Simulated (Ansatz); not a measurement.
## Property card for SrO

These are results of DFT PBE, scalar-relativistic, plane waves, PAW in Ansatz, not measurements.

Cutoff 420 eV; k points 6×6×6 on the computed 4-atom cell (Γ-centred); Gaussian smearing, width 0.02 eV; no spin polarisation.

The structure is relaxed at this level of theory with its symmetry kept. This form isn't the usual stable structure of the compound.

Symmetry: P6_3/mmc, No. 194, hexagonal system. Conventional cell: a = 4.290 Å, b = 4.290 Å, c = 5.184 Å, α = 90.00°, β = 90.00°, γ = 120.00°. Around Sr (site symmetry -6m2) lie 5 O at 2.48 to 2.59 Å. O (site symmetry -6m2) has 5 Sr at 2.48 to 2.59 Å as nearest neighbours.

```json
{
 "Volume per atom": "20.66 Å³",
 "Formation energy from the elements' standard states (uncorrected)": "-2.669 eV/atom",
 "Kohn–Sham band gap": "2.61 eV",
 "Löwdin character of the top 1 eV of the valence band": "O 2p 92 %, unprojected 5 %",
 "Löwdin character of the lowest 1 eV of the conduction band": "Sr 5s 67 %, O 2s 14 %, O 2p 8 %, unprojected 6 %",
 "Bader charges (e)": "Sr (2 in the cell) 1.49, O (2 in the cell) -1.49"
}
```

Cost: 1 run of about 0.66 core-minutes, on Intel Xeon 6975P-C (Granite Rapids) (shared hosts).